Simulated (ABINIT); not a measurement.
Here is an ABINIT 10.8.3 (patched build) calculation.

Contents of run.abi:

```
# Datasets: one volume each
ndtset 7
getwfk -1
scalecart1 3*0.9795861087
scalecart2 3*0.9864848297
scalecart3 3*0.9932883884
scalecart4 3*1.0000000000
scalecart5 3*1.0066227096
scalecart6 3*1.0131594038
scalecart7 3*1.0196128224

# Pseudopotentials
pp_dirpath "./"
pseudos "Pd.GGA_PBE-JTH.xml"

# Structure
acell 3*1.0
rprim
     0.0000000000     3.6783519016     3.6783519016
     3.6783519016     0.0000000000     3.6783519016
     3.6783519016     3.6783519016     0.0000000000
ntypat 1
znucl 46
natom 1
typat 1
xred
     0.0000000000     0.0000000000     0.0000000000

# Plane-wave basis
ecut 625.861884 eV
pawecutdg 45.0

# k points
kptopt 1
ngkpt 12 12 12
nshiftk 1
shiftk 0.0 0.0 0.0

# Exchange and correlation
ixc -150130

# Bands and occupations
nband 13
occopt 3
tsmear 0.05 eV

# SCF cycle
nstep 100
tolvrs 1.0e-9

# Output
iomode 3
prtwf 1
prtden 0
prteig 0
prtebands 0
```

Potentials or basis: JTH PAW PBE v2.0.

The run is started by

```console
$ abinit run.abi > log 2>&1
```

Predict the bulk modulus.

209 GPa.

What does it give for the equilibrium volume?

14.33 Å³/atom.

Predict the pressure derivative of the bulk modulus.

4.8 (rough: it moves with the points fitted).

Energy against volume, from the lowest point:
```tsv
volume (Å³/atom)	energy (meV/atom)
13.865	10.07
14.160	0.60
14.455	0.00
14.750	6.81
15.045	20.22
15.340	39.49
15.635	64.41
```

Caveat: pressures at fixed basis lie under the slope of the energies; the PAW data sets were made with another functional, which shifts forces and pressure a little.
